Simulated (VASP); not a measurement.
# CuO (P4/mmm) in VASP: settings compared

Aim: see how the results for CuO move with the level of theory and the settings. Levels: PBE, PBEsol. Tasks: equation of state.

Everything below comes from runs of VASP 6.6.1. Logs are shortened: lines on timing, memory, paths and dates and some standing lists are left out, and cuts for length are marked.

### Step 1. Starting point

It takes space group P4/mmm (No. 123, tetragonal). The conventional cell has a = 4.161 Å, b = 4.161 Å, c = 3.888 Å, α = 90.00°, β = 90.00°, γ = 90.00°. Around Cu (site symmetry mmm) lie 4 O at 1.94 to 2.08 Å. Cu (site symmetry 4/mmm) has 6 O at 1.94 to 2.08 Å as nearest neighbours. O (site symmetry 4/mmm) has 6 Cu at 1.94 to 2.08 Å as nearest neighbours. O (site symmetry mmm) has 4 Cu at 1.94 to 2.08 Å as nearest neighbours.

Measurements of this composition are mostly on another form, of space group No. 15.

### Step 2. Equation of state, PBE, 10.54 Å³/atom (volume scaled by 0.94)

INCAR reads:

```
SYSTEM = CuO
ALGO = Normal ; EDIFF = 1E-7
ENCUT = 520 ; GGA = PE
ISIF = 2 ; ISMEAR = -1
LASPH = .True. ; LCHARG = .False.
LREAL = .False. ; LWAVE = .False.
NBANDS = 34 ; NELM = 80
PREC = Accurate ; SIGMA = 0.05
```

KPOINTS reads:

```
k-points
0
Gamma
  7 7 7
  0 0 0
```

POSCAR reads:

```
CuO
1.0
    4.0759960844      0.0000000000      0.0000000000
    0.0000000000      4.0759960844      0.0000000000
    0.0000000000      0.0000000000      3.8082810784
Cu O
3 3
Direct
    0.5000000000      0.0000000000      0.5000000000
    0.0000000000      0.5000000000      0.5000000000
    0.0000000000      0.0000000000      0.0000000000
    0.0000000000      0.0000000000      0.5000000000
    0.5000000000      0.0000000000      0.0000000000
    0.0000000000      0.5000000000      0.0000000000
```

Potentials or basis: VASP PAW PBE potentials, release 64 (Cu, O).

Command:

```bash
> cat potpaw_PBE.64/Cu/POTCAR potpaw_PBE.64/O/POTCAR > POTCAR
> mpirun -np 1 vasp_std > vasp.out
```

OUTCAR:

```text
SYSTEM = CuO
   EDIFF = 1E-7
   ENCUT = 520
   GGA = PE
   ISIF = 2
   ISMEAR = -1
   LASPH = .True.
   LREAL = .False.
   NELM = 80
   PREC = Accurate

 Found     40 irreducible k-points:

 Following reciprocal coordinates:
            Coordinates               Weight
  0.000000  0.000000  0.000000      1.000000
  0.142857  0.000000  0.000000      4.000000
  0.285714  0.000000  0.000000      4.000000
  0.428571  0.000000  0.000000      4.000000
  0.142857  0.142857  0.000000      4.000000
  0.285714  0.142857  0.000000      8.000000
   k-points           NKPTS =     40   k-points in BZ     NKDIM =     40   number of bands    NBANDS=     34
   number of dos      NEDOS =    301   number of ions     NIONS =      6
   total plane-waves  NPLWV =  25200
   dimension x,y,z NGX =    30 NGY =   30 NGZ =   28
   dimension x,y,z NGXF=    60 NGYF=   60 NGZF=   56
   ions per type =               3   3
   NGX,Y,Z   is equivalent  to a cutoff of  12.24, 12.24, 12.22 a.u.
   NGXF,Y,Z  is equivalent  to a cutoff of  24.47, 24.47, 24.45 a.u.
 SYSTEM =  CuO
   PREC   = accura    normal or accurate (medium, high low for compatibility)
   ISTART =      0    job   : 0-new  1-cont  2-samecut
   ICHARG =      2    charge: 1-file 2-atom 10-const
   ISPIN  =      1    spin polarized calculation?
   LNONCOLLINEAR =      F non collinear calculations
   LSORBIT =      F    spin-orbit coupling
   LASPH  =      T    aspherical Exc in radial PAW
   ENCUT  =  520.0 eV  38.22 Ry    6.18 a.u.   7.58  7.58  7.08*2*pi/ulx,y,z
   NELM   =     80;   NELMIN=  2; NELMDL= -5     # of ELM steps
   EDIFF  = 0.1E-06   stopping-criterion for ELM
   LREAL  =      F    real-space projection
   EDIFFG = 0.1E-05   stopping-criterion for IOM
   NSW    =      0    number of steps for IOM
   IBRION =     -1    ionic relax: 0-MD 1-quasi-New 2-CG
   NFREE  =      0    steps in history (QN), initial steepest desc. (CG)
   ISIF   =      2    stress and relaxation
   ISYM   =      2    0-nonsym 1-usesym 2-fastsym
   POTIM  = 0.5000    time-step for ionic-motion
   TEBEG  =    0.0;   TEEND  =   0.0 temperature during run
   PSTRESS=    0.0 pullay stress
   NELECT =      51.0000    total number of electrons
   NUPDOWN=      -1.0000    fix difference up-down
   EMIN   =  10.00;   EMAX   =-10.00  energy-range for DOS
   EFERMI =   0.00;   METHOD = LEGACY
   ISMEAR =    -1;   SIGMA  =   0.05  broadening in eV -4-tet -1-fermi 0-gaus
   EFERMI_NEDOS =   21; number of points for ismear=-14 and -15
   IALGO  =     38    algorithm
   IMIX   =      4    mixing-type and parameters
     AMIX     =   0.40;   BMIX     =  1.00
     AMIX_MAG =   1.60;   BMIX_MAG =  1.00
  volume/ion in A,a.u.               =      10.54        71.16
  Fermi-wavevector in a.u.,A,eV,Ry     =   1.523583  2.879154 31.583265  2.321304
  Thomas-Fermi vector in A             =   2.632006
   LORBIT       =      0    0 simple, 1 ext, 2 COOP (PROOUT), +10 PAW based schemes
   GGA     = PE    functional components
   LHFCALC =     F    Hartree Fock is set to
   AEXX    =    0.0000 exact exchange contribution
   IVDW    =     0    specifies the selected vdW correction
   LEPSILON=     F    determine dielectric tensor
   LRPA    =     F    only Hartree local field effects (RPA)
 non-spin polarized calculation
  energy-cutoff  :      520.00
  volume of cell :       63.27
 maximum number of plane-waves:      1718
   NGX = 15   NGY = 15   NGZ = 15

 number of electron      50.9999894 magnetization

 Free energy of the ion-electron system (eV)
  ---------------------------------------------------
  ext. energy  EPLUGINS =         0.00000000
  ---------------------------------------------------
  free energy    TOTEN  =       -27.76473731 eV

  energy without entropy =      -27.73738444  energy(sigma->0) =      -27.75106088

 E-fermi :   4.8871     XC(G=0): -11.5177

 val. band max:        4.8708954447   @ k =   0.0000   0.0000   0.4286
 cond. band min:       4.8927478518   @ k =   0.4286   0.2857   0.2857
 fundamental gap:      0.0218524071
 Fermi energy:         4.8871383967

 k-point     1 :       0.0000    0.0000    0.0000
  band No.  band energies     occupation
      1     -15.4611      2.00000
      2     -13.2744      2.00000
      3     -12.7955      2.00000
      4      -1.4760      2.00000
      5      -1.3431      2.00000
      6      -1.3431      2.00000
[... 26 lines left out ...]
     33      16.2132      0.00000
     34      16.8999      0.00000

 k-point     2 :       0.1429    0.0000    0.0000
  band No.  band energies     occupation
      1     -15.4191      2.00000
      2     -13.2561      2.00000
      3     -12.8258      2.00000
      4      -1.5030      2.00000
      5      -1.4527      2.00000
      6      -1.3463      2.00000
[... 26 lines left out ...]
     33      16.8142      0.00000
     34      16.8895      0.00000

 k-point     3 :       0.2857    0.0000    0.0000
  band No.  band energies     occupation
      1     -15.3197      2.00000
      2     -13.2059      2.00000
      3     -12.9076      2.00000
      4      -1.7784      2.00000
      5      -1.3923      2.00000
      6      -1.3535      2.00000
[... 26 lines left out ...]
     33      16.8604      0.00000
     34      17.7014      0.00000

 k-point     4 :       0.4286    0.0000    0.0000
  band No.  band energies     occupation
      1     -15.2344      2.00000
      2     -13.1366      2.00000
      3     -13.0089      2.00000
      4      -1.9148      2.00000
      5      -1.3596      2.00000
      6      -1.3327      2.00000
[... 26 lines left out ...]
     33      16.8302      0.00000
     34      17.4439      0.00000

 k-point     5 :       0.1429    0.1429    0.0000
  band No.  band energies     occupation
      1     -15.3772      2.00000
      2     -13.2391      2.00000
      3     -12.8528      2.00000
      4      -1.5517      2.00000
      5      -1.4654      2.00000
      6      -1.4303      2.00000
[... 26 lines left out ...]
     33      16.8917      0.00000
     34      17.0642      0.00000

 k-point     6 :       0.2857    0.1429    0.0000
  band No.  band energies     occupation
      1     -15.2782      2.00000
      2     -13.1934      2.00000
      3     -12.9260      2.00000
      4      -1.8000      2.00000
      5      -1.5114      2.00000
      6      -1.3725      2.00000
[... 26 lines left out ...]
     33      16.8937      0.00000
     34      17.2542      0.00000

 [... further k-points ...]

------------------------ aborting loop because EDIFF is reached ----------------------------------------

  FORCE on cell =-STRESS in cart. coord.  units (eV):
  Direction    XX          YY          ZZ          XY          YZ          ZX
  --------------------------------------------------------------------------------------
  -------------------------------------------------------------------------------------
  Total        4.2210008      4.2210008      7.1492658      0.0000000     -0.0000000      0.0000000
  in kB      106.8881375    106.8881375    181.0404057      0.0000000     -0.0000000      0.0000000
  external PRESSURE =     131.6055602 kB  Pullay stress =       0.0000000 kB

 VOLUME and BASIS-vectors are now :
 -----------------------------------------------------------------------------
  energy-cutoff  :      520.00
  volume of cell :       63.27
      direct lattice vectors                 reciprocal lattice vectors
     4.075996084  0.000000000  0.000000000     0.245338803  0.000000000  0.000000000
     0.000000000  4.075996084  0.000000000     0.000000000  0.245338803  0.000000000
     0.000000000  0.000000000  3.808281078     0.000000000  0.000000000  0.262585660

 POSITION                                       TOTAL-FORCE (eV/Angst)
 -----------------------------------------------------------------------------------
      2.03800      0.00000      1.90414         0.000000      0.000000      0.000000
      0.00000      2.03800      1.90414         0.000000      0.000000      0.000000
      0.00000      0.00000      0.00000         0.000000      0.000000      0.000000
      0.00000      0.00000      1.90414         0.000000      0.000000      0.000000
      2.03800      0.00000      0.00000         0.000000      0.000000      0.000000
      0.00000      2.03800      0.00000         0.000000      0.000000      0.000000
 -----------------------------------------------------------------------------------
    total drift:                                0.000000      0.000000     -0.000000

  FREE ENERGIE OF THE ION-ELECTRON SYSTEM (eV)
  ---------------------------------------------------
  free  energy   TOTEN  =       -27.7647373101 eV

  energy  without entropy=      -27.7373844416  energy(sigma->0) =      -27.75106088
```

OSZICAR:

```text
N       E                     dE             d eps       ncg     rms          rms(c)
DAV:   1     0.559019650781E+03    0.55902E+03   -0.23593E+04  2792   0.234E+03
DAV:   2     0.608266702221E+02   -0.49819E+03   -0.46744E+03  2740   0.487E+02
[... 12 lines left out ...]
DAV:  15    -0.277647553881E+02   -0.15032E-04   -0.26384E-04  4270   0.196E-01    0.376E-02
DAV:  16    -0.277647390585E+02    0.16330E-04   -0.28049E-05  4468   0.813E-02    0.158E-02
DAV:  17    -0.277647373092E+02    0.17493E-05   -0.19236E-05  4348   0.553E-02    0.341E-03
DAV:  18    -0.277647374564E+02   -0.14722E-06   -0.15364E-06  3048   0.111E-02    0.243E-03
DAV:  19    -0.277647373254E+02    0.13100E-06   -0.97096E-08  2068   0.613E-03    0.546E-04
DAV:  20    -0.277647373101E+02    0.15326E-07   -0.22848E-07  2548   0.363E-03
   1 F= -.27764737E+02 E0= -.27751061E+02  d E =-.273529E-01
```

stdout:

```text
POSCAR found type information on POSCAR CuO
 POSCAR found :  2 types and       6 ions
 scaLAPACK will be used
 LDA part: xc-table for (Slater+PW92), standard interpolation
 POSCAR, INCAR and KPOINTS ok, starting setup
 FFT: planning ... GRIDC
 FFT: planning ... GRID_SOFT
 FFT: planning ... GRID
 WAVECAR not read
 entering main loop
```

Run time: 1.8 min. Hardware: 1 thread of Intel Xeon Platinum 8375C at 2.90GHz (Ice Lake), shared host; peak memory 0.21 GiB.

Results:

```yaml
Free_energy: -27.7647 eV
Pressure: 13.2 GPa
Band_gap_on_the_k_mesh: none (metal or under the smearing width)
```

Caveat: an odd number of electrons without spin polarisation forces a metal; a magnetic or distorted state may lie lower; the run has no spin polarisation, though such a crystal can be magnetic; semilocal functionals often make such compounds metallic where correlation or magnetic order opens a gap, which also shifts bond lengths.

### Step 3. Equation of state, PBE, 10.77 Å³/atom (volume scaled by 0.96)

INCAR reads:

```
ALGO = Normal ; EDIFF = 1E-7
ENCUT = 520 ; GGA = PE
ISIF = 2 ; ISMEAR = -1
LASPH = T ; LCHARG = F
LREAL = F ; LWAVE = F
NBANDS = 34 ; NELM = 80
PREC = Accurate ; SIGMA = 0.05
```

KPOINTS reads:

```
k-points
0
Gamma
  7 7 7
```

Edit POSCAR of step 2 so:

```diff
@@ -2,5 +2,5 @@
 1.0
-    4.0759960844      0.0000000000      0.0000000000
-    0.0000000000      4.0759960844      0.0000000000
-    0.0000000000      0.0000000000      3.8082810784
+    4.1047012280      0.0000000000      0.0000000000
+    0.0000000000      4.1047012280      0.0000000000
+    0.0000000000      0.0000000000      3.8351008429
 Cu O
```

Potentials or basis: VASP PAW PBE potentials, release 64 (Cu, O).

Command:

```bash
> cat potpaw_PBE.64/Cu/POTCAR potpaw_PBE.64/O/POTCAR > POTCAR
> mpirun -np 1 vasp_std > vasp.out
```

Wall time 1.8 min (1 thread of Intel Xeon Platinum 8375C at 2.90GHz (Ice Lake), shared host); peak memory 0.22 GiB.

Results (log left out):

```yaml
Free_energy: -27.8600 eV
Pressure: 9.1 GPa
Band_gap_on_the_k_mesh: none (metal or under the smearing width)
```

Caveat: an odd number of electrons without spin polarisation forces a metal; a magnetic or distorted state may lie lower; the run has no spin polarisation, though such a crystal can be magnetic; semilocal functionals often make such compounds metallic where correlation or magnetic order opens a gap, which also shifts bond lengths.

### Step 4. Equation of state, PBE, 10.99 Å³/atom (volume scaled by 0.98)

INCAR reads:

```
SYSTEM = CuO
PREC = Accurate
ENCUT = 520
EDIFF = 1E-7
ISMEAR = -1
SIGMA = 0.05
LREAL = .FALSE.
LASPH = .TRUE.
NELM = 80
ALGO = Normal
ISIF = 2
LWAVE = .FALSE.
LCHARG = .FALSE.
GGA = PE
NBANDS = 34
```

KPOINTS reads:

```
Automatic mesh
0
G
  7 7 7
  0 0 0
```

Edit POSCAR of step 3 so:

```diff
@@ -2,5 +2,5 @@
 1.0
-    4.1047012280      0.0000000000      0.0000000000
-    0.0000000000      4.1047012280      0.0000000000
-    0.0000000000      0.0000000000      3.8351008429
+    4.1330104069      0.0000000000      0.0000000000
+    0.0000000000      4.1330104069      0.0000000000
+    0.0000000000      0.0000000000      3.8615506501
 Cu O
```

Command:

```bash
> cat potpaw_PBE.64/Cu/POTCAR potpaw_PBE.64/O/POTCAR > POTCAR
> mpirun -np 1 vasp_std > vasp.out
```

Run time: 1.9 min. Hardware: 1 thread of Intel Xeon Platinum 8375C at 2.90GHz (Ice Lake), shared host; peak memory 0.22 GiB.

It converged, with:

| Quantity | Value |
| --- | --- |
| Free energy | -27.9232 eV |
| Pressure | 5.5 GPa |
| Band gap on the k mesh | none (metal or under the smearing width) |

Caveat: an odd number of electrons without spin polarisation forces a metal; a magnetic or distorted state may lie lower; the run has no spin polarisation, though such a crystal can be magnetic; semilocal functionals often make such compounds metallic where correlation or magnetic order opens a gap, which also shifts bond lengths.

### Step 5. Equation of state, PBE, 11.44 Å³/atom (volume scaled by 1.02)

INCAR reads:

```
PREC = Accurate ; ENCUT = 520
EDIFF = 1E-7 ; ISMEAR = -1
SIGMA = 0.05 ; LREAL = False
LASPH = True ; NELM = 60
ALGO = Normal ; ISIF = 2
LWAVE = False ; LCHARG = False
GGA = PE ; NBANDS = 34
```

KPOINTS reads:

```
regular mesh
0
Gamma
  7 7 7
```

Edit POSCAR of step 4 so:

```diff
@@ -2,5 +2,5 @@
 1.0
-    4.1330104069      0.0000000000      0.0000000000
-    0.0000000000      4.1330104069      0.0000000000
-    0.0000000000      0.0000000000      3.8615506501
+    4.1884936772      0.0000000000      0.0000000000
+    0.0000000000      4.1884936772      0.0000000000
+    0.0000000000      0.0000000000      3.9133897305
 Cu O
```

Command:

```bash
> cat potpaw_PBE.64/Cu/POTCAR potpaw_PBE.64/O/POTCAR > POTCAR
> mpirun -np 1 vasp_std > vasp.out
```

Run time: 1.8 min. Hardware: 1 thread of Intel Xeon Platinum 8375C at 2.90GHz (Ice Lake), shared host; peak memory 0.22 GiB.

It converged, with:

| Item | Value |
| --- | --- |
| Free energy | -27.9668 eV |
| Pressure | -0.5 GPa |
| Band gap on the k mesh | none (metal or under the smearing width) |

Caveat: an odd number of electrons without spin polarisation forces a metal; a magnetic or distorted state may lie lower; the run has no spin polarisation, though such a crystal can be magnetic; semilocal functionals often make such compounds metallic where correlation or magnetic order opens a gap, which also shifts bond lengths.

### Step 6. Equation of state, PBE, 11.67 Å³/atom (volume scaled by 1.04)

INCAR reads:

```
PREC = Accurate
ENCUT = 520
EDIFF = 1E-7
ISMEAR = -1
SIGMA = 0.05
LREAL = False
LASPH = True
NELM = 80
ALGO = Normal
ISIF = 2
LWAVE = False
LCHARG = False
GGA = PE
NBANDS = 34
```

KPOINTS reads:

```
Automatic mesh
0
Gamma
  7 7 7
```

Edit POSCAR of step 5 so:

```diff
@@ -2,5 +2,5 @@
 1.0
-    4.1884936772      0.0000000000      0.0000000000
-    0.0000000000      4.1884936772      0.0000000000
-    0.0000000000      0.0000000000      3.9133897305
+    4.2156924503      0.0000000000      0.0000000000
+    0.0000000000      4.2156924503      0.0000000000
+    0.0000000000      0.0000000000      3.9388020641
 Cu O
```

Potentials or basis: VASP PAW PBE potentials, release 64 (Cu, O).

Command:

```bash
> cat potpaw_PBE.64/Cu/POTCAR potpaw_PBE.64/O/POTCAR > POTCAR
> mpirun -np 1 vasp_std > vasp.out
```

Run time: 1.9 min. Hardware: 1 thread of Intel Xeon Platinum 8375C at 2.90GHz (Ice Lake), shared host; peak memory 0.22 GiB.

Results (log left out):

* Free energy: -27.9530 eV
* Pressure: -3.1 GPa
* Band gap on the k mesh: none (metal or under the smearing width)

Caveat: an odd number of electrons without spin polarisation forces a metal; a magnetic or distorted state may lie lower; the run has no spin polarisation, though such a crystal can be magnetic; semilocal functionals often make such compounds metallic where correlation or magnetic order opens a gap, which also shifts bond lengths.

### Step 7. Equation of state, PBE, 11.89 Å³/atom (volume scaled by 1.06)

INCAR reads:

```
ALGO = Normal ; EDIFF = 1E-7
ENCUT = 520 ; GGA = PE
ISIF = 2 ; ISMEAR = -1
LASPH = True ; LCHARG = False
LREAL = False ; LWAVE = False
NBANDS = 34 ; NELM = 100
PREC = Accurate ; SIGMA = 0.05
```

KPOINTS reads:

```
k-points
0
Gamma
  7 7 7
```

Edit POSCAR of step 6 so:

```diff
@@ -2,5 +2,5 @@
 1.0
-    4.2156924503      0.0000000000      0.0000000000
-    0.0000000000      4.2156924503      0.0000000000
-    0.0000000000      0.0000000000      3.9388020641
+    4.2425447185      0.0000000000      0.0000000000
+    0.0000000000      4.2425447185      0.0000000000
+    0.0000000000      0.0000000000      3.9638906518
 Cu O
```

Command:

```bash
> cat potpaw_PBE.64/Cu/POTCAR potpaw_PBE.64/O/POTCAR > POTCAR
> mpirun -np 1 vasp_std > vasp.out
```

Wall time 2 min (1 thread of Intel Xeon Platinum 8375C at 2.90GHz (Ice Lake), shared host); peak memory 0.22 GiB.

The run converged. Its results:

```yaml
Free_energy: -27.9187 eV
Pressure: -5.4 GPa
Band_gap_on_the_k_mesh: none (metal or under the smearing width)
```

Caveat: an odd number of electrons without spin polarisation forces a metal; a magnetic or distorted state may lie lower; the run has no spin polarisation, though such a crystal can be magnetic; semilocal functionals often make such compounds metallic where correlation or magnetic order opens a gap, which also shifts bond lengths.

### Step 8. Equation of state, PBE

This step only gathers the single runs of the series.

What came out:

```yaml
Equilibrium_volume: 11.41 Å³/atom
Bulk_modulus_at_fixed_shape_and_positions: 140 GPa
Pressure_derivative_of_the_bulk_modulus: 4.7
```

Energy against volume, from the lowest point:
| volume (Å³/atom) | energy (meV/atom) |
| --- | --- |
| 10.545 | 33.68 |
| 10.769 | 17.81 |
| 10.994 | 7.28 |
| 11.218 | 1.51 |
| 11.442 | 0.00 |
| 11.667 | 2.31 |
| 11.891 | 8.01 |

Caveat: the cell was scaled at fixed shape and fractional positions, which overstates the stiffness of a crystal with free parameters, most of all of layers and chains; the run has no spin polarisation, though such a crystal can be magnetic.

(Part 1 of 2 ends here.)
